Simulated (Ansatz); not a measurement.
HgSe: pressure and energy less free atoms against volume per atom

All results are calculated (Ansatz 0.2.0). Periodic Kohn-Sham DFT of a crystal at fixed atoms; pressure and stress are positive in compression; the energy is the free energy less that of spherical unpolarised free atoms; site moments are those in the method's own spheres, positive along +z.

Cell of the first row (space group F-43m, No. 216):
```
HgSe
1.0
      0.0000     3.0885     3.0885
      3.0885     0.0000     3.0885
      3.0885     3.0885     0.0000
Hg Se
1 1
Direct
  0.00000 0.00000 0.00000
  0.25000 0.25000 0.25000
```

Settings of every row: method all-electron LAPW; functional PBE; relativity scalar; k mesh 11x11x11; filling fermi-dirac; smearing width 0.03 eV; basis error target 1 meV/atom; nucleus gaussian.

Atom start moment: 0 on all atoms.

Limits: no spin-orbit coupling on heavy atoms; the cell comes from a prototype or a list of computed structures and needn't be the stable phase.

```
row  volume per atom (Å³)  pressure (GPa)  energy less free atoms (eV/atom)
  1                 29.46           1.889                           -2.0442
  2                30.073            0.87                           -2.0495
  3                30.687          -0.033                            -2.051
  4                31.301               ?                                 ?
  5                31.915           -1.54                           -2.0447
```

Question: what pressure and energy less free atoms should row 4 give?

Worked fit of pressure. Take u = (V_r/V)^(2/3) − 1 with V_r = 30.38 Å³ an atom, which is twice the finite (Eulerian) strain; such expansions in the strain, on which the Birch-Murnaghan equation of state is built, carry the rest volume and the bulk modulus. The shown rows have u = 0.02071, 0.00679, -0.00668, -0.03233. Least squares give pressure = 0.4051 + 67.153 × u + 216.3 × u² GPa; a straight line predicts inner rows, each left out in turn, worse (root mean square 0.095 against 0.0021 GPa). The rows lie off it by 0.000, -0.001, 0.001, 0.000. The pressure vanishes at u = -0.0062, or V = 30.66 Å³ an atom, and there the bulk modulus at fixed shape and fractions is B = −V dP/dV = (2/3)(1 + u) dP/du = 42.7 GPa. The withheld row has u = -0.01971, so the fit gives 0.4051 + 67.153 × (-0.01971) + 216.3 × (-0.01971)² = -0.834 GPa.

The calculation gave -0.833 GPa. The fit lies 0.001 GPa (0.029 % of the column's range) below it, one unit of the last digit.

Worked fit of energy less free atoms. Take u = (V_r/V)^(2/3) − 1 with V_r = 30.38 Å³ an atom, which is twice the finite (Eulerian) strain; such expansions in the strain, on which the Birch-Murnaghan equation of state is built, carry the rest volume and the bulk modulus. The shown rows have u = 0.02071, 0.00679, -0.00668, -0.03233. Least squares give energy less free atoms = −2.05067 + 0.1177 × u + 9.365 × u² eV/atom; a straight line predicts inner rows, each left out in turn, worse (root mean square 0.0041 against 0.00011 eV/atom). The rows lie off it by 0.0000, -0.0001, 0.0000, 0.0000. The withheld row has u = -0.01971, so the fit gives −2.05067 + 0.1177 × (-0.01971) + 9.365 × (-0.01971)² = -2.0494 eV/atom.

The calculation gave -2.0493 eV/atom. The fit lies 0.0001 eV/atom (1.5 % of the column's range) below it, one unit of the last digit.
